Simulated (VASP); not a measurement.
# W (Im-3m) in VASP: a series of runs

Aim: see how the results for W move with the level of theory and the settings. Levels: PBE+D3(BJ), PBEsol, RPBE. Tasks: relaxation of the atoms, relaxation of cell and atoms.

Everything below comes from runs of VASP 6.6.1. Logs are shortened: lines on timing, memory, paths and dates and some standing lists are left out, and cuts for length are marked.

**1. The structure**

It takes space group Im-3m (No. 229, cubic). The conventional cell has a = 3.165 Å, b = 3.165 Å, c = 3.165 Å, α = 90.00°, β = 90.00°, γ = 90.00°. W (site symmetry m-3m) is surrounded by 8 W at 2.74 Å.

**2. Relaxation of the atoms, PBE+D3(BJ) (a relaxed cell with its volume scaled by 1.06)**

INCAR

```
PREC = Accurate
ENCUT = 600
EDIFF = 1E-7
ISMEAR = 1
SIGMA = 0.1
LREAL = False
LASPH = True
NELM = 80
ALGO = Fast
ISIF = 2
LWAVE = False
LCHARG = False
GGA = PE
IVDW = 12
IBRION = 2
NSW = 40
EDIFFG = -0.01
```

KPOINTS

```
Automatic mesh
0
Gamma
  16 16 16
```

POSCAR

```
W                                       
1.0
   -1.6110708001      1.6110708001      1.6110708001
    1.6110708001     -1.6110708001      1.6110708001
    1.6110708001      1.6110708001     -1.6110708001
  W             
     1
Direct
     0.0000000000000000    0.0000000000000000    0.0000000000000000
```

Potentials or basis: VASP PAW PBE potentials, release 64 (W_sv).

Launch:

```
$ cat potpaw_PBE.64/W_sv/POTCAR > POTCAR
$ mpirun -np 1 vasp_std > vasp.out
```

OUTCAR:

```text
PREC = Accurate
   ENCUT = 600
   EDIFF = 1E-7
   ISMEAR = 1
   LREAL = False
   LASPH = True
   NELM = 80
   ISIF = 2
   GGA = PE
   IVDW = 12
   IBRION = 2
   NSW = 40
   EDIFFG = -0.01
 IVDW          = 12

 ion  position               nearest neighbor table
   1  0.000  0.000  0.000-

  LATTYP: Found a body centered cubic cell.
 ALAT       =     3.2221416002

  Lattice vectors:

 A1 = (  -1.6110708001,   1.6110708001,   1.6110708001)
 A2 = (   1.6110708001,  -1.6110708001,   1.6110708001)
 A3 = (   1.6110708001,   1.6110708001,  -1.6110708001)

Analysis of symmetry for initial positions (statically):
=====================================================================
 Subroutine PRICEL returns:
 Original cell was already a primitive cell.

 Routine SETGRP: Setting up the symmetry group for a
 body centered cubic supercell.

 Subroutine GETGRP returns: Found 48 space group operations
 (whereof 48 operations were pure point group operations)
 out of a pool of 48 trial point group operations.

The static configuration has the point symmetry O_h .

Analysis of symmetry for dynamics (positions and initial velocities):
=====================================================================
 Subroutine PRICEL returns:
 Original cell was already a primitive cell.

 Routine SETGRP: Setting up the symmetry group for a
 body centered cubic supercell.

 Subroutine GETGRP returns: Found 48 space group operations
 (whereof 48 operations were pure point group operations)
 out of a pool of 48 trial point group operations.

The dynamic configuration has the point symmetry O_h .

 Subroutine INISYM returns: Found 48 space group operations
 (whereof 48 operations are pure point group operations),
 and found     1 'primitive' translations

----------------------------------------------------------------------------------------

                                     Primitive cell

  volume of cell :      16.7265

  direct lattice vectors                    reciprocal lattice vectors
    -1.611070800  1.611070800  1.611070800     0.000000000  0.310352593  0.310352593
     1.611070800 -1.611070800  1.611070800     0.310352593  0.000000000  0.310352593
     1.611070800  1.611070800 -1.611070800     0.310352593  0.310352593  0.000000000

  length of vectors
     2.790456480  2.790456480  2.790456480     0.438904846  0.438904846  0.438904846

  position of ions in fractional coordinates (direct lattice)
     0.000000000  0.000000000  0.000000000

  ion indices of the primitive-cell ions
   primitive index   ion index
                 1           1

----------------------------------------------------------------------------------------

 KPOINTS: Automatic mesh

Automatic generation of k-mesh.
 Grid dimensions read from file:
 generate k-points for:   16   16   16

 Generating k-lattice:

  Cartesian coordinates                     Fractional coordinates (reciprocal lattice)
     0.000000000  0.019397037  0.019397037     0.062500000  0.000000000  0.000000000
     0.019397037  0.000000000  0.019397037     0.000000000  0.062500000  0.000000000
     0.019397037  0.019397037  0.000000000     0.000000000  0.000000000  0.062500000

  Length of vectors
     0.027431553  0.027431553  0.027431553

  Shift w.r.t. Gamma in fractional coordinates (k-lattice)
     0.000000000  0.000000000  0.000000000

 Subroutine IBZKPT returns following result:
 ===========================================

 Found    145 irreducible k-points:

 Following reciprocal coordinates:
            Coordinates               Weight
  0.000000  0.000000  0.000000      1.000000
  0.062500  0.000000  0.000000     12.000000
  0.125000  0.000000  0.000000     12.000000
  0.187500  0.000000  0.000000     12.000000
  0.250000  0.000000  0.000000     12.000000
  0.312500  0.000000  0.000000     12.000000
[... 16 lines left out ...]
  0.187500  0.187500  0.000000     24.000000
  0.250000  0.187500 -0.000000     48.000000
 [... further k-points ...]
   k-points           NKPTS =    145   k-points in BZ     NKDIM =    145   number of bands    NBANDS=     11
   number of dos      NEDOS =    301   number of ions     NIONS =      1
   total plane-waves  NPLWV =  13824
   dimension x,y,z NGX =    24 NGY =   24 NGZ =   24
   dimension x,y,z NGXF=    48 NGYF=   48 NGZF=   48
   ions per type =               1
   NGX,Y,Z   is equivalent  to a cutoff of  14.30, 14.30, 14.30 a.u.
   NGXF,Y,Z  is equivalent  to a cutoff of  28.60, 28.60, 28.60 a.u.
 SYSTEM =  unknown system
   PREC   = accura    normal or accurate (medium, high low for compatibility)
   ISTART =      0    job   : 0-new  1-cont  2-samecut
   ICHARG =      2    charge: 1-file 2-atom 10-const
   ISPIN  =      1    spin polarized calculation?
   LNONCOLLINEAR =      F non collinear calculations
   LSORBIT =      F    spin-orbit coupling
   LASPH  =      T    aspherical Exc in radial PAW
   ENCUT  =  600.0 eV  44.10 Ry    6.64 a.u.   5.57  5.57  5.57*2*pi/ulx,y,z
[... 62 lines left out ...]
      2     -27.2150      2.00000
      3     -27.2150      2.00000
      4     -27.2150      2.00000
      5       1.3449      2.00000
      6       9.5357      2.00000
      7       9.5357      2.00000
      8       9.5357      2.00000
      9      12.8131      0.00000
     10      12.8131      0.00000
     11      25.0735      0.00000

 k-point     2 :       0.0625    0.0000    0.0000
  band No.  band energies     occupation
      1     -63.5774      2.00000
      2     -27.2589      2.00000
      3     -27.2289      2.00000
      4     -27.2151      2.00000
      5       1.5223      2.00000
      6       9.4296      2.00000
      7       9.5116      2.00000
      8       9.7056      2.00000
      9      12.6477     -0.00000
     10      12.8150      0.00000
     11      25.2635      0.00000

 k-point     3 :       0.1250    0.0000    0.0000
  band No.  band energies     occupation
      1     -63.5660      2.00000
      2     -27.3825      2.00000
      3     -27.2683      2.00000
      4     -27.2156      2.00000
      5       2.0313      2.00000
      6       9.1419      2.00000
      7       9.4012      2.00000
      8      10.2083      2.00000
      9      12.3207     -0.00000
     10      12.8304      0.00000
     11      25.5580      0.00000

 k-point     4 :       0.1875    0.0000    0.0000
  band No.  band energies     occupation
      1     -63.5490      2.00000
      2     -27.5637      2.00000
      3     -27.3267      2.00000
      4     -27.2163      2.00000
      5       2.7954      2.00000
      6       8.7451      2.00000
      7       9.1619      2.00000
      8      11.0220     -0.00008
      9      12.1407     -0.00000
     10      12.8821      0.00000
     11      25.6993      0.00000

 k-point     5 :       0.2500    0.0000    0.0000
  band No.  band energies     occupation
      1     -63.5288      2.00000
      2     -27.7719      2.00000
      3     -27.3948      2.00000
      4     -27.2171      2.00000
      5       3.6578      2.00000
      6       8.3192      2.00000
      7       8.9360      2.00000
      8      12.1059     -0.00000
      9      12.2228     -0.00000
     10      12.9901      0.00000
     11      25.1433      0.00000
[... 211 lines left out ...]
 k-point    21 :       0.3750    0.1250    0.0000
  band No.  band energies     occupation
      1     -63.4759      2.00000
      2     -28.2086      2.00000
      3     -27.6043      2.00000
      4     -27.2767      2.00000
      5       5.2486      2.00000
      6       7.5277      2.00000
      7       9.8094      2.00000
      8      12.5477     -0.00000
      9      13.7823      0.00000
     10      16.7158      0.00000
     11      20.8617      0.00000

 k-point    22 :       0.4375    0.1250    0.0000
  band No.  band energies     occupation
      1     -63.4722      2.00000
      2     -28.2392      2.00000
      3     -27.6214      2.00000
      4     -27.2773      2.00000
      5       5.2408      2.00000
      6       7.4740      2.00000
      7      10.1783      2.00000
      8      12.5200     -0.00000
      9      13.9502      0.00000
     10      17.2137      0.00000
     11      20.2354      0.00000

 k-point    23 :       0.1875    0.1875    0.0000
  band No.  band energies     occupation
      1     -63.5040      2.00000
      2     -27.9534      2.00000
      3     -27.4767      2.00000
      4     -27.2932      2.00000
      5       4.9103      2.00000
      6       8.0108      2.00000
      7       8.3287      2.00000
      8      11.9270     -0.00000
      9      13.4850      0.00000
     10      14.1373      0.00000
     11      24.0694      0.00000

 k-point    24 :       0.2500    0.1875   -0.0000
  band No.  band energies     occupation
      1     -63.4881      2.00000
      2     -28.0610      2.00000
      3     -27.5673      2.00000
      4     -27.3073      2.00000
      5       5.5272      2.00000
      6       7.7529      2.00000
      7       8.4585      2.00000
      8      12.1658     -0.00000
      9      13.5660      0.00000
     10      15.6070      0.00000
     11      22.5298      0.00000

 [... further k-points ...]

------------------------ aborting loop because EDIFF is reached ----------------------------------------

 Edisp (eV)   -0.65766

 E8    (eV) :    -0.3370

  FORCE on cell =-STRESS in cart. coord.  units (eV):
  Direction    XX          YY          ZZ          XY          YZ          ZX
  --------------------------------------------------------------------------------------
  -------------------------------------------------------------------------------------
  Total      -1.70240    -1.70240    -1.70240     0.00000     0.00000     0.00000
  in kB    -163.06800  -163.06800  -163.06800     0.00000     0.00000     0.00000
  external pressure =     -163.07 kB  Pullay stress =        0.00 kB

 VOLUME and BASIS-vectors are now :
 -----------------------------------------------------------------------------
  energy-cutoff  :      600.00
  volume of cell :       16.73
      direct lattice vectors                 reciprocal lattice vectors
    -1.611070800  1.611070800  1.611070800     0.000000000  0.310352593  0.310352593
     1.611070800 -1.611070800  1.611070800     0.310352593  0.000000000  0.310352593
     1.611070800  1.611070800 -1.611070800     0.310352593  0.310352593  0.000000000

 POSITION                                       TOTAL-FORCE (eV/Angst)
 -----------------------------------------------------------------------------------
      0.00000      0.00000      0.00000         0.000000      0.000000      0.000000
 -----------------------------------------------------------------------------------
    total drift:                               -0.000000      0.000000      0.000000

  FREE ENERGIE OF THE ION-ELECTRON SYSTEM (eV)
  ---------------------------------------------------
  free  energy   TOTEN  =       -13.5963467554 eV

  energy  without entropy=      -13.5953985717  energy(sigma->0) =      -13.59603069

 reached required accuracy - stopping structural energy minimisation
```

It took 18 s on 1 thread of Intel Xeon Platinum 8488C (Sapphire Rapids), shared host; peak memory 0.17 GiB.

Results:

- Free energy: -13.5963 eV
- Pressure after relaxing: -16.3 GPa
- Band gap on the k mesh: none (metal or under the smearing width)
- Dispersion energy per atom: -0.658 eV

Final structure:
```cif
data_structure
_symmetry_space_group_name_H-M 'P 1'
_symmetry_Int_Tables_number 1
_cell_length_a 2.7905
_cell_length_b 2.7905
_cell_length_c 2.7905
_cell_angle_alpha 109.471
_cell_angle_beta 109.471
_cell_angle_gamma 109.471
_cell_volume 16.73
loop_
_atom_site_label
_atom_site_type_symbol
_atom_site_fract_x
_atom_site_fract_y
_atom_site_fract_z
_atom_site_occupancy
W1 W 0.00000 0.00000 0.00000 1
```

Caveat: the relaxation stopped at its first step, so nothing moved; pairwise dispersion overbinds metals, which lowers pressure and volume.

**3. Relaxation of cell and atoms, PBEsol**

INCAR

```
SYSTEM = W
PREC = Accurate
ENCUT = 600
EDIFF = 1E-6
ISMEAR = 1
SIGMA = 0.1
LREAL = .False.
LASPH = .True.
NELM = 80
ALGO = Normal
ISIF = 3
LWAVE = .False.
LCHARG = .False.
GGA = PS
IBRION = 2
NSW = 90
EDIFFG = -0.01
KPAR = 2
```

KPOINTS

```
regular mesh
0
Gamma
  16 16 16
  0 0 0
```

POSCAR

```
W
1.0
   -1.5823450000      1.5823450000      1.5823450000
    1.5823450000     -1.5823450000      1.5823450000
    1.5823450000      1.5823450000     -1.5823450000
W
1
Direct
    0.0000000000      0.0000000000      0.0000000000
```

Potentials or basis: VASP PAW PBE potentials, release 64 (W_sv).

Launch:

```
$ cat potpaw_PBE.64/W_sv/POTCAR > POTCAR
$ mpirun -np 2 vasp_std > vasp.out
```

It took 29 s on 2 MPI ranks of Intel Xeon Platinum 8488C (Sapphire Rapids), shared host; peak memory 0.15 GiB.

Results (log left out):

```yaml
Free_energy: -13.8083 eV
Relaxed_volume: 15.71 Å³/atom
Relaxed_cell: a = 2.733 Å, b = 2.733 Å, c = 2.733 Å, α = 109.47°, β = 109.47°, γ = 109.47°
Space_group_after_relaxing_to_0.05_Å: Im-3m (No. 229)
Energy_gained_by_relaxing: 1.3 meV/atom
Ionic_steps: 3
Pressure_after_relaxing: 0.0 GPa
Band_gap_on_the_k_mesh: none (metal or under the smearing width)
```

Step by step:
```csv
step,energy change (eV),largest force (eV/Å),pressure (GPa),volume (Å³)
1,0.0000,0.0000,-2.89,15.85
2,0.0164,0.0000,11.53,15.20
3,-0.0013,0.0000,-0.02,15.71
```

Final structure:
```
CELL_PARAMETERS angstrom
-1.57769 1.57769 1.57769
1.57769 -1.57769 1.57769
1.57769 1.57769 -1.57769
ATOMIC_POSITIONS crystal
W 0.00000 0.00000 0.00000
```

Levels at points of the mesh, in eV from the Fermi level:
| k point | band 3 | band 4 | band 5 | band 6 | band 7 | band 8 | band 9 | band 10 | band 11 |
| --- | --- | --- | --- | --- | --- | --- | --- | --- | --- |
| (0.00, 0.00, 0.00) | -37.72 | -37.72 | -9.75 | -1.29 | -1.29 | -1.29 | 2.22 | 2.22 | 14.52 |
| (0.50, 0.00, 0.00) | -38.15 | -37.73 | -6.39 | -3.66 | 0.68 | 2.12 | 3.11 | 6.21 | 11.18 |
| (0.50, 0.50, 0.50) | -38.65 | -38.65 | -5.97 | -5.97 | 5.20 | 5.20 | 5.20 | 8.28 | 8.28 |

Caveat: the PAW data sets were made with another functional, which shifts forces and pressure a little. Spin-orbit coupling is left out, which matters for the levels of W.

**4. Relaxation of cell and atoms, PBEsol**

This run uses another cell than the first one, of 15.71 Å³/atom, 0.991 times its volume.

INCAR, as its differences from that of step 3:

```diff
@@ -3,3 +3,3 @@
 ENCUT = 600
-EDIFF = 1E-6
+EDIFF = 1E-7
 ISMEAR = 1
@@ -16,3 +16,3 @@
 NSW = 90
-EDIFFG = -0.01
+EDIFFG = -0.005
 KPAR = 2
```

KPOINTS is that of step 3.

POSCAR

```
W                                       
1.0
   -1.5776893479      1.5776893479      1.5776893479
    1.5776893479     -1.5776893479      1.5776893479
    1.5776893479      1.5776893479     -1.5776893479
  W             
     1
Direct
     0.0000000000000000    0.0000000000000000    0.0000000000000000
```

Launch:

```
$ cat potpaw_PBE.64/W_sv/POTCAR > POTCAR
$ mpirun -np 2 vasp_std > vasp.out
```

It took 28 s on 2 MPI ranks of Intel Xeon Platinum 8488C (Sapphire Rapids), shared host; peak memory 0.16 GiB.

Results (log left out):

- Free energy: -13.8083 eV
- Relaxed volume: 15.71 Å³/atom
- Relaxed cell: a = 2.732 Å, b = 2.732 Å, c = 2.732 Å, α = 109.47°, β = 109.47°, γ = 109.47°
- Space group after relaxing (to 0.05 Å): Im-3m (No. 229)
- Energy gained by relaxing: 0.0 meV/atom
- Ionic steps: 3
- Pressure after relaxing: 0.0 GPa
- Band gap on the k mesh: none (metal or under the smearing width)

Final structure:
```xyz
1
Lattice="-1.5776 1.5776 1.5776 1.5776 -1.5776 1.5776 1.5776 1.5776 -1.5776" Properties=species:S:1:pos:R:3 pbc="T T T"
W     0.0000    0.0000    0.0000
```

Levels at points of the mesh, in eV from the Fermi level:
```csv
k point,band 3,band 4,band 5,band 6,band 7,band 8,band 9,band 10,band 11
"(0.00, 0.00, 0.00)",-37.72,-37.72,-9.75,-1.29,-1.29,-1.29,2.22,2.22,14.52
"(0.50, 0.00, 0.00)",-38.15,-37.72,-6.39,-3.66,0.68,2.12,3.11,6.21,11.18
"(0.50, 0.50, 0.50)",-38.65,-38.65,-5.97,-5.97,5.21,5.21,5.21,8.28,8.28
```

Caveat: the PAW data sets were made with another functional, which shifts forces and pressure a little.

**5. Relaxation of cell and atoms, RPBE**

INCAR

```
PREC = Accurate
ENCUT = 600
EDIFF = 1E-6
ISMEAR = 1
SIGMA = 0.1
LREAL = F
LASPH = T
NELM = 80
ALGO = Normal
ISIF = 3
LWAVE = F
LCHARG = F
GGA = RP
IBRION = 2
NSW = 90
EDIFFG = -0.01
```

KPOINTS

```
regular mesh
0
Gamma
  16 16 16
```

POSCAR

```
W
1.0
   -1.5823450000      1.5823450000      1.5823450000
    1.5823450000     -1.5823450000      1.5823450000
    1.5823450000      1.5823450000     -1.5823450000
W
1
Direct
    0.0000000000      0.0000000000      0.0000000000
```

Launch:

```
$ cat potpaw_PBE.64/W_sv/POTCAR > POTCAR
$ mpirun -np 1 vasp_std > vasp.out
```

Wall time 39 s (1 thread of Intel Xeon Platinum 8375C at 2.90GHz (Ice Lake), shared host); peak memory 0.17 GiB.

The run converged. Its results:

```
Free energy                            : -12.4052 eV
Relaxed volume                         : 16.35 Å³/atom
Relaxed cell                           : a = 2.770 Å, b = 2.770 Å, c = 2.770 Å, α = 109.47°, β = 109.47°, γ = 109.47°
Space group after relaxing (to 0.05 Å) : Im-3m (No. 229)
Energy gained by relaxing              : 14.9 meV/atom
Ionic steps                            : 4
Pressure after relaxing                : 0.0 GPa
Band gap on the k mesh                 : none (metal or under the smearing width)
```

Step by step:
| step | energy change (eV) | largest force (eV/Å) | pressure (GPa) | volume (Å³) |
| --- | --- | --- | --- | --- |
| 1 | 0.0000 | 0.0000 | 9.71 | 15.85 |
| 2 | 0.1351 | 0.0000 | -24.47 | 18.15 |
| 3 | -0.0148 | 0.0000 | -0.42 | 16.38 |
| 4 | -0.0149 | 0.0000 | -0.03 | 16.35 |

Final structure:
```
CELL_PARAMETERS angstrom
-1.59905 1.59905 1.59905
1.59905 -1.59905 1.59905
1.59905 1.59905 -1.59905
ATOMIC_POSITIONS crystal
W 0.00000 0.00000 0.00000
```

Levels at points of the mesh, in eV from the Fermi level:
```csv
k point,band 4,band 5,band 6,band 7,band 8,band 9,band 10,band 11
"(0.00, 0.00, 0.00)",-37.89,-9.50,-1.21,-1.21,-1.21,2.17,2.17,14.38
"(0.50, 0.00, 0.00)",-37.90,-6.11,-3.45,0.51,2.05,2.99,5.84,10.56
"(0.50, 0.50, 0.50)",-38.71,-5.62,-5.62,4.91,4.91,4.91,7.94,7.94
```

Caveat: the PAW data sets were made with another functional, which shifts forces and pressure a little. RPBE and its kin give volumes clearly too large for solids.

**6. Overview**

| task | level | cell | gap on the mesh (eV) | pressure (GPa) | relaxed volume (Å³/atom) |
| --- | --- | --- | --- | --- | --- |
| relaxation of the atoms | PBE+D3(BJ) | atoms relaxed from: a relaxed cell with its volume scaled by 1.06 | none | -16.3 | - |
| relaxation of cell and atoms | PBEsol | relaxed | none | 0.0 | 15.71 |
| relaxation of cell and atoms | RPBE | relaxed | none | 0.0 | 16.35 |

Alike in all rows: potentials or basis VASP PAW PBE potentials, release 64 (W_sv); no spin polarisation; k mesh 16 × 16 × 16; cutoff (eV) 600; smearing methfessel-paxton 0.1 eV.

Caveats: the PAW data sets were made with another functional, which shifts forces and pressure a little (some runs); the relaxation stopped at its first step, so nothing moved (some runs); pairwise dispersion overbinds metals, which lowers pressure and volume (some runs).

Total energies depend on the potentials used, so only differences within one code and one set of settings carry meaning.
